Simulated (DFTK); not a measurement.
# In (Im-3m) in DFTK: equation of state

How stiff is In in PBE, and what volume does it want? The cell is scaled to several volumes.

Everything below comes from runs of DFTK 0.8.2. Logs are shortened: lines on timing, memory, paths and dates and some standing lists are left out, and cuts for length are marked.

**1. The structure**

Symmetry: Im-3m, No. 229, cubic system. The conventional cell has a = 3.765 Å, b = 3.765 Å, c = 3.765 Å, α = 90.00°, β = 90.00°, γ = 90.00°. In (site symmetry m-3m) has 8 In at 3.26 Å as nearest neighbours.

This isn't the form of In at room conditions, which is tetragonal.

**2. Equation of state, PBE**

File run.jl:

```julia
using DFTK
using PseudoPotentialData
using Unitful, UnitfulAtomic
using LinearAlgebra, Printf
include("save.jl")
disable_threading()

# lattice vectors are the columns
lattice = austrip(1u"Å") * [   -1.88252524     1.88252524     1.88252524;
               1.88252524    -1.88252524     1.88252524;
               1.88252524     1.88252524    -1.88252524]
symbols   = [:In]
positions = [[0.0, 0.0, 0.0]]
pseudopotentials = PseudoFamily("dojo.nc.sr.pbe.v0_4_1.standard.upf")
elements = Dict(s => ElementPsp(s, pseudopotentials) for s in unique(symbols))
atoms    = [elements[s] for s in symbols]

build_model(lattice, positions; symmetries=true) =
    model_DFT(lattice, atoms, positions;
              functionals=PBE(),
              temperature=austrip(0.05u"eV"),
              smearing=Smearing.FermiDirac(),
              symmetries)
Ecut  = 35.0  # hartree
kgrid = [10, 10, 10]
tol   = 1e-6
to_GPa = ustrip(uconvert(u"GPa", 1u"hartree/bohr^3"))

results["points"] = []
for scale in [0.94, 0.96, 0.98, 1.0, 1.02, 1.04, 1.06]
    println("\n=== scale = ", scale)
    model = build_model(cbrt(scale) * lattice, positions)
    basis = PlaneWaveBasis(model; Ecut, kgrid)
    t0 = time()
    scfres = self_consistent_field(basis;
                                   tol,
                                   nbandsalg=AdaptiveBands(model; n_bands_converge=11))
    seconds = time() - t0
    @printf "SCF: %d iterations, %.1f s\n" scfres.n_iter seconds
    forces = compute_forces_cart(scfres)
    stress = compute_stresses_cart(scfres)
    @printf "V = %.5f Å^3  F = %.8f Ha  max force = %.5f eV/Å  p = %.4f GPa\n" ustrip(auconvert(u"Å^3", model.unit_cell_volume)) scfres.energies.total ustrip(auconvert(u"eV/Å", maximum(norm, forces))) (-tr(stress) / 3 * to_GPa)
    push!(results["points"], save_scf!(scfres; forces, stress, d=Dict{String,Any}("seconds" => seconds, "n_matvec" => get(scfres, :n_matvec, 0))))
end

# third-order Birch-Murnaghan fit in x = V^(-2/3)
V = [0.94, 0.96, 0.98, 1.0, 1.02, 1.04, 1.06] * abs(det(lattice))
E = [p["total"] for p in results["points"]]
x = V .^ (-2 / 3)
c = [x .^ 0 x x .^ 2 x .^ 3] \ E
Δ = c[3]^2 - 3c[2] * c[4]
if Δ > 0
    x0 = (-c[3] + sqrt(Δ)) / 3c[4]
    B0 = 4 / 9 * x0^(7 / 2) * (2c[3] + 6c[4] * x0)
    @printf "V0 = %.4f Å^3  B0 = %.2f GPa\n" ustrip(auconvert(u"Å^3", x0^(-3 / 2))) B0 * to_GPa
end
```

Potentials or basis: dojo.nc.sr.pbe.v0_4_1.standard.upf (PBE).

Launch:

```
$ julia --threads=1 run.jl  # save.jl only writes the numbers to a file and isn't shown; printed stress counts tension as positive; times include loading and compiling
```

The log of the run:

```text
=== scale = 0.94
n     Energy            log10(ΔE)   log10(Δρ)   Diag   Δtime
---   ---------------   ---------   ---------   ----   ------
  1   -66.44640567187                   -1.20    5.3    4.37s
  2   -66.45088036884       -2.35       -1.65    1.0    1.41s
  3   -66.45101001954       -3.89       -1.99    2.2    2.26s
  4   -66.45103213748       -4.66       -2.58    1.8    2.26s
  5   -66.45103446557       -5.63       -2.87    2.2    1.60s
  6   -66.45103507615       -6.21       -3.38    1.8    2.11s
  7   -66.45103514517       -7.16       -3.86    2.1    2.13s
  8   -66.45103515814       -7.89       -4.39    2.3    2.46s
  9   -66.45103515876       -9.20       -4.93    2.0    1.42s
 10   -66.45103515888       -9.92       -5.74    2.5    2.36s
[... 61 further cycles ...]
  3   -66.45219573045       -3.85       -1.98    2.3    2.24s
  4   -66.45221458103       -4.72       -2.50    1.8    1.54s
  5   -66.45221738034       -5.55       -2.74    2.1    2.06s
  6   -66.45221868408       -5.88       -3.11    1.9    2.30s
  7   -66.45221894975       -6.58       -3.73    1.3    1.98s
  8   -66.45221897834       -7.54       -4.43    2.7    2.53s
  9   -66.45221897890       -9.25       -4.46    2.6    1.60s
 10   -66.45221897947       -9.25       -5.67    1.4    1.99s
 11   -66.45221897949      -10.73       -5.82    4.0    3.03s
 12   -66.45221897949      -11.94       -6.22    1.0    1.22s
SCF: 12 iterations, 26.5 s
V = 28.28709 Å^3  F = -66.45221898 Ha  max force = 0.00000 eV/Å  p = -0.6074 GPa
V0 = 27.7708 Å^3  B0 = 33.57 GPa
```

Wall time 5.7 min (1 thread of Intel Xeon 6975P-C (Granite Rapids), shared host); peak memory 1.6 GiB.

Results:

```
Equilibrium volume                      : 27.77 Å³/atom
Bulk modulus                            : 34 GPa
Pressure derivative of the bulk modulus : 4.8
```

Energy against volume, from the lowest point:
```
volume (Å³/atom)  energy (meV/atom)
          25.085              33.19
          25.618              20.45
          26.152              11.12
          26.686               4.81
          27.220               1.20
          27.753               0.00
          28.287               0.98
```

**3. Single point, PBE, 25.08 Å³/atom (volume scaled by 0.94)**

run.jl is that of step 2.

Potentials or basis: dojo.nc.sr.pbe.v0_4_1.standard.upf (PBE).

Launch:

```
$ julia --threads=1 run.jl  # one pass of the loop, scale = 0.94; save.jl only writes the numbers to a file and isn't shown; printed stress counts tension as positive; times include loading and compiling
```

It took 25 s on 1 thread of Intel Xeon 6975P-C (Granite Rapids), shared host.

Results (log left out):

| Item | Value |
| --- | --- |
| Free energy | -1808.2248 eV |
| Pressure | 4.4 GPa |
| Band gap on the k mesh | none (metal or under the smearing width) |

**4. Single point, PBE, 25.62 Å³/atom (volume scaled by 0.96)**

run.jl is that of step 3.

Launch:

```
$ julia --threads=1 run.jl  # one pass of the loop, scale = 0.96; save.jl only writes the numbers to a file and isn't shown; printed stress counts tension as positive; times include loading and compiling
```

It took 26 s on 1 thread of Intel Xeon 6975P-C (Granite Rapids), shared host.

It converged, with:

```yaml
Free_energy: -1808.2375 eV
Pressure: 3.3 GPa
Band_gap_on_the_k_mesh: none (metal or under the smearing width)
```

**5. Single point, PBE, 26.15 Å³/atom (volume scaled by 0.98)**

run.jl is that of step 4.

Launch:

```
$ julia --threads=1 run.jl  # one pass of the loop, scale = 0.98; save.jl only writes the numbers to a file and isn't shown; printed stress counts tension as positive; times include loading and compiling
```

It took 27 s on 1 thread of Intel Xeon 6975P-C (Granite Rapids), shared host.

Results (log left out):

- Free energy: -1808.2469 eV
- Pressure: 2.3 GPa
- Band gap on the k mesh: none (metal or under the smearing width)

**6. Single point, PBE, 26.69 Å³/atom**

run.jl is that of step 5.

Potentials or basis: dojo.nc.sr.pbe.v0_4_1.standard.upf (PBE).

Launch:

```
$ julia --threads=1 run.jl  # one pass of the loop, scale = 1.0; save.jl only writes the numbers to a file and isn't shown; printed stress counts tension as positive; times include loading and compiling
```

Wall time 24 s (1 thread of Intel Xeon 6975P-C (Granite Rapids), shared host).

It converged, with:

```
Free energy            : -1808.2532 eV
Pressure               : 1.5 GPa
Band gap on the k mesh : none (metal or under the smearing width)
```

**7. Single point, PBE, 27.22 Å³/atom (volume scaled by 1.02)**

run.jl is that of step 6.

Launch:

```
$ julia --threads=1 run.jl  # one pass of the loop, scale = 1.02; save.jl only writes the numbers to a file and isn't shown; printed stress counts tension as positive; times include loading and compiling
```

Wall time 26 s (1 thread of Intel Xeon 6975P-C (Granite Rapids), shared host).

The run converged. Its results:

| Property | Result |
| --- | --- |
| Free energy | -1808.2568 eV |
| Pressure | 0.7 GPa |
| Band gap on the k mesh | none (metal or under the smearing width) |

**8. Single point, PBE, 27.75 Å³/atom (volume scaled by 1.04)**

run.jl is that of step 7.

Launch:

```
$ julia --threads=1 run.jl  # one pass of the loop, scale = 1.04; save.jl only writes the numbers to a file and isn't shown; printed stress counts tension as positive; times include loading and compiling
```

Run time: 24 s. Hardware: 1 thread of Intel Xeon 6975P-C (Granite Rapids), shared host.

Results (log left out):

```
Free energy            : -1808.2580 eV
Pressure               : 0.0 GPa
Band gap on the k mesh : none (metal or under the smearing width)
```

**9. Single point, PBE, 28.29 Å³/atom (volume scaled by 1.06)**

run.jl is that of step 8.

Potentials or basis: dojo.nc.sr.pbe.v0_4_1.standard.upf (PBE).

Launch:

```
$ julia --threads=1 run.jl  # one pass of the loop, scale = 1.06; save.jl only writes the numbers to a file and isn't shown; printed stress counts tension as positive; times include loading and compiling
```

It took 27 s on 1 thread of Intel Xeon 6975P-C (Granite Rapids), shared host.

The run converged. Its results:

```
Free energy            : -1808.2570 eV
Pressure               : -0.6 GPa
Band gap on the k mesh : none (metal or under the smearing width)
```
